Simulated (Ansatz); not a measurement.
# CsI: the cost of one run

Program: Ansatz 0.2.0. G0W0, plane waves. Spin-unpolarised throughout; all numbers are computed.

### 1 The system as given

The cell was relaxed beforehand with r2SCAN.

Space group Pm-3m (No. 221), cubic; conventional cell a = 4.608 Å, 48.93 Å³ an atom. Near Cs stand 8 I at 3.99 Å; near I stand 8 Cs at 3.99 Å.

Structure file:

```cif
data_structure
_symmetry_space_group_name_H-M 'Pm-3m'
_symmetry_Int_Tables_number 221
_cell_length_a 4.6081
_cell_length_b 4.6081
_cell_length_c 4.6081
_cell_angle_alpha 90.000
_cell_angle_beta 90.000
_cell_angle_gamma 90.000
_cell_volume 97.85
loop_
_atom_site_label
_atom_site_type_symbol
_atom_site_symmetry_multiplicity
_atom_site_Wyckoff_symbol
_atom_site_fract_x
_atom_site_fract_y
_atom_site_fract_z
_atom_site_occupancy
Cs1 Cs 1 a 0.00000 0.00000 0.00000 1
I1 I 1 b 0.50000 0.50000 0.50000 1
```

### 2 From PBE, 120 empty bands, 150 eV

The input, input.yaml:

```yaml
crystal:
  lattice:
    - [4.6080831759, 0.0, 0.0]
    - [0.0, 4.6080831759, 0.0]
    - [0.0, 0.0, 4.6080831759]
  atoms:
    - { symbol: Cs, position: [0.0, 0.0, 0.0] }
    - { symbol: I, position: [0.5, 0.5, 0.5] }
kpoints:
  mp_grid: { grid: [2, 2, 2] }
hamiltonian:
  xc: pbe
scf:
  occupations: { method: fixed }
gw:
  n_empty_bands: 120
  ecut_chi: 150
  qp_bands: [v1, c1]
  qp_kpoints: band_edges
  screening: { model: contour_deformation }
```

On the command line:

```console
> ansatz run input.yaml --threads 4 --pin off --max-ram 3686MiB --backend cpu --events-out ev --progress --plain --runs-dir out
```

**Question.** How long does this run take on 4 threads of Arm Neoverse N1, shared host, and how much memory does it need?

About 6.5 s, with a peak of 0.46 GiB.
